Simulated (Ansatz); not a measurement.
# SiC5 (ordering on diamond): the band gap by level of theory

All numbers come from the plane-wave code Ansatz. Simulation only: spin-unpolarised, and no claim that this is the phase found in nature.

Structure: SiC5, ordered on the diamond lattice (P3m1) with 6 atoms a cell, at its r2SCAN minimum. C is surrounded by 3 C at 1.65 Å and 1 Si at 1.90 Å; C is surrounded by 4 C at 1.53–1.66 Å; C is surrounded by 1 C at 1.53 Å and 3 Si at 1.75 Å; C is surrounded by 4 C at 1.53–1.65 Å; Si is surrounded by 4 C at 1.75–1.90 Å.

Space group P3m1 (No. 156). a = 2.725 Å, b = 2.725 Å, c = 6.745 Å, α = 90.00°, β = 90.00°, γ = 120.00°
```
atom  site  symmetry       x       y       z
   C    1a       3m.  0.0000  0.0000  0.9721
   C    1c       3m.  0.6667  0.3333  0.6697
   C    1b       3m.  0.3333  0.6667  0.3656
   C    1c       3m.  0.6667  0.3333  0.8963
   C    1b       3m.  0.3333  0.6667  0.5930
  Si    1a       3m.  0.0000  0.0000  0.2534
```

Relaxed lattice by functional, symmetry kept:
```tsv
functional	k mesh	a (Å)	c (Å)	volume (Å³/atom)
PBE	12×12×4	2.731	6.779	7.30
r2SCAN	12×12×4	2.725	6.745	7.23
```

Band edges at fixed r2SCAN geometry:

| level | k mesh | gap (eV) | kind | edges | least direct gap (eV) | rough cost |
| --- | --- | --- | --- | --- | --- | --- |
| PBE | 12×12×4 | 1.37 | indirect | Γ → M | 3.40 | 9 core-seconds |
| r2SCAN | 12×12×4 | 1.67 | indirect | Γ → M | 3.72 | 17 core-seconds |
| HSE06 | 6×6×2 | 2.32 | indirect | Γ → M | 4.57 | 50 core-seconds |
| PBE0 | 6×6×2 | 3.06 | indirect | Γ → M | 5.32 | 50 core-seconds |

PBE: smearing of 0.02 eV; the others have fixed occupations.
Wave cutoffs: 420 eV, 500 eV (r2SCAN).
Costs come from shared machines and give only the order; PBE's includes the band path. The runs had 4 threads of Arm Neoverse V2, on a shared host.

With HSE06 the valence top lies at Γ and the conduction bottom at M, 2.32 eV higher; the smallest vertical gap, at A–L (0.50 of the way from A), is 4.57 eV.

r2SCAN covers 31 % of the step from PBE to HSE06, while HSE06 needs about 2.9 times r2SCAN's rough cost (on a coarser mesh). Among these functionals the gap stays indirect.

r2SCAN (ground state on 9×9×4): ε∞: 6.63 along x and y, 6.48 along z. Born charges, averaged over directions: C -2.38 to +0.48, Si +2.60 e.
